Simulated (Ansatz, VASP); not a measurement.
# KI in VASP and in Ansatz

The input INCAR:

```
SYSTEM = KI
  ALGO = Fast
  EDIFF = 1E-6
  EDIFFG = -0.01
  ENCUT = 600
  GGA = RP
  IBRION = 2
  ISIF = 3
  ISMEAR = -1
  LASPH = .True.
  LCHARG = .False.
  LREAL = .False.
  LWAVE = .False.
  NELM = 60
  NSW = 40
  PREC = Accurate
  SIGMA = 0.05
```

File KPOINTS:

```
k-points
0
Gamma
  7 7 7
  0 0 0
```

POSCAR

```
KI
1.0
    0.0000000000      3.5327750000      3.5327750000
    3.5327750000      0.0000000000      3.5327750000
    3.5327750000      3.5327750000      0.0000000000
I K
1 1
Direct
    0.5000000000      0.5000000000      0.5000000000
    0.0000000000      0.0000000000      0.0000000000
```

input.yaml

```yaml
crystal:
  lattice:
    - [0.0, 3.532775, 3.532775]
    - [3.532775, 0.0, 3.532775]
    - [3.532775, 3.532775, 0.0]
  atoms:
    - { symbol: I, position: [0.5, 0.5, 0.5] }
    - { symbol: K, position: [0.0, 0.0, 0.0] }
hamiltonian:
  xc: rpbe
  pseudopotentials: { kind: paw }
kpoints:
  mp_grid: { grid: [7, 7, 7] }
scf:
  occupations: { method: fermi_dirac, width: 0.05 }
output:
  forces: true
  stress: true
  eigenvalues: true
relax:
  f_tol: 0.01
  max_steps: 40
  cell: { stress_tol: 0.05 }
```

Alike in both runs: task relaxation of cell and atoms; functional RPBE; k mesh 7 × 7 × 7; occupations fermi-dirac, width 0.05 eV; no spin polarisation.

|  | VASP | Ansatz |
| --- | --- | --- |
| version | VASP 6.6.1 | Ansatz 0.2.0 |
| potentials or method | VASP PAW PBE potentials, release 64 (I, K_sv) | Ansatz PAW |
| plane-wave cutoff (eV) | 600 | 420 |
| valence electrons in the cell | 16 | 26 |

```tsv
	VASP	Ansatz	Ansatz less VASP
gap on the k mesh at the Fermi level, each at its own relaxed structure (eV)	3.94	3.95	+0.005
relaxed volume (Å³/atom)	51.19	51.06	-0.129
relaxed cell length with the largest relative difference (Å)	5.251	5.247	-0.0044
energy change over the relaxation (meV/atom)	-35	-34	+0.9
```

The two sets of potentials don't hold the same shells in valence.

Caveats: the volume moved by over 15 % at a fixed basis, so the end points are rough; spin-orbit coupling is left out, which moves the levels of the heavy elements; the PAW data sets were made with another functional, which shifts forces and pressure a little (VASP); an odd mesh through Γ misses points on the zone boundary, where band edges often lie (VASP); odd divisions of the mesh miss points on the zone boundary, where band edges often lie, so the gap on the mesh can be too wide (Ansatz); the plane-wave basis is chosen anew once the cell has moved, so the energies of steps on either side of that aren't comparable (Ansatz); the PAW data sets come from PBE, with cores solved anew for the run's functional, which leaves a small shift of forces and pressure (Ansatz). A hybrid or GW would open this gap; RPBE tends to underestimate it.
